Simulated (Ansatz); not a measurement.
# NbAg3: the cost of one run

Program: Ansatz 0.2.0. Level of theory: DFT PBE, scalar-relativistic, plane waves, PAW. These are calculated values, not measurements.

## (1) Starting point

The structure is cubic, space group Pm-3m (No. 221). The conventional cell has a = 4.549 Å, b = 4.549 Å, c = 4.549 Å, α = 90.00°, β = 90.00°, γ = 90.00°. Nb (site symmetry m-3m) has 6 Ag at 2.27 Å as nearest neighbours. Ag (site symmetry 4/mmm) is surrounded by 2 Nb at 2.27 Å.

Coordinates:

```cif
data_structure
_symmetry_space_group_name_H-M 'P 1'
_symmetry_Int_Tables_number 1
_cell_length_a 4.5488
_cell_length_b 4.5488
_cell_length_c 4.5488
_cell_angle_alpha 90.000
_cell_angle_beta 90.000
_cell_angle_gamma 90.000
_cell_volume 94.12
loop_
_atom_site_label
_atom_site_type_symbol
_atom_site_fract_x
_atom_site_fract_y
_atom_site_fract_z
_atom_site_occupancy
Nb1 Nb 0.00000 0.00000 0.00000 1
Ag1 Ag 0.50000 0.00000 0.00000 1
Ag2 Ag 0.00000 0.50000 0.00000 1
Ag3 Ag 0.00000 0.00000 0.50000 1
```

This is candidate A: ReO3 type (Pm-3m, No. 221).

(A quick probe on a coarse mesh, which set the mesh and smearing, is not shown.)

## (3) Rough relaxation on the coarse mesh (candidate A)

input.yaml

```yaml
crystal:
  lattice:
    - [4.5487732346, 0.0, 0.0]
    - [0.0, 4.5487732346, 0.0]
    - [0.0, 0.0, 4.5487732346]
  atoms:
    - { symbol: Nb, position: [0.0, 0.0, 0.0] }
    - { symbol: Ag, position: [0.5, 0.0, 0.0] }
    - { symbol: Ag, position: [0.0, 0.5, 0.0] }
    - { symbol: Ag, position: [0.0, 0.0, 0.5] }
basis:
  ecutwfc: 420
kpoints:
  mp_grid: { grid: [4, 4, 4] }
hamiltonian:
  xc: pbe
scf:
  occupations: { method: gaussian, width: 0.1 }
  lower_state_search: "off"
output:
  forces: true
  stress: true
  eigenvalues: true
relax:
  adjacent_minimum: "off"
  f_tol: 0.04
  max_steps: 70
  cell: { stress_tol: 0.4 }
```

On the command line:

```bash
ansatz run input.yaml --threads 1 --pin off --max-ram 2560MiB --backend cpu --events-out ev --progress --plain --runs-dir out
```

What time and memory should one allow on 1 thread of Intel Xeon Platinum 8259CL at 2.50GHz (Skylake/Cascade Lake), shared host?

About 50 s, with a peak of 0.47 GiB.
